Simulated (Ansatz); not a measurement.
**Straining SiO₂**

These are results of DFT LDA, scalar-relativistic, plane waves, PAW (Ansatz), not measurements. Settings: 420 eV cutoff, 6×6×4 k-mesh, Gaussian smearing of 0.02 eV, no spin polarisation.

Reference structure (relaxed):

```
CELL_PARAMETERS angstrom
5.03870 0.00000 0.00000
-2.51935 4.36364 0.00000
0.00000 0.00000 5.52485
ATOMIC_POSITIONS crystal
Si 0.00000 0.50000 0.33333
Si 0.50000 0.50000 0.66667
Si 0.50000 0.00000 0.00000
O 0.58439 0.79220 0.83333
O 0.79220 0.58439 0.50000
O 0.79220 0.20780 0.16667
O 0.41561 0.20780 0.83333
O 0.20780 0.41561 0.50000
O 0.20780 0.79220 0.16667
```

Deformation: biaxial strain in the a-b plane, with the length and tilt of c and the atoms relaxed, all within the symmetry that the strain leaves. Energies are extrapolated to zero smearing. Gaps are Kohn–Sham gaps over the whole zone.

```
strain (%)  ΔE (meV/atom) a (Å) b (Å) c (Å) gap (eV)
      -2.0            4.7  4.938  4.938  5.655      5.47
      -1.0            1.2  4.988  4.988  5.591      5.49
      +0.0            0.0  5.039  5.039  5.525      5.49
      +1.0            1.3  5.089  5.089  5.457      5.47
      +2.0            4.8  5.139  5.139  5.388      5.43
```

Problem. What stiffness (1/V) d²E/dε² at zero strain does a cubic fit over all points give?

Solution. A cubic fit gives (1/V) d²E/dε² = 282 GPa at zero strain (twice the biaxial modulus).

Problem. How does the free axis c answer a small strain?

Solution. Between the innermost points its strain is -1.20 times the applied one.

Problem. How fast does the gap move with strain on either side?

Solution. 1 meV per percent on the compressed side and -17 meV per percent on the stretched side; it is indirect at -1.0 %, indirect at zero and indirect at +1.0 %.

This form isn't the usual stable structure of the compound.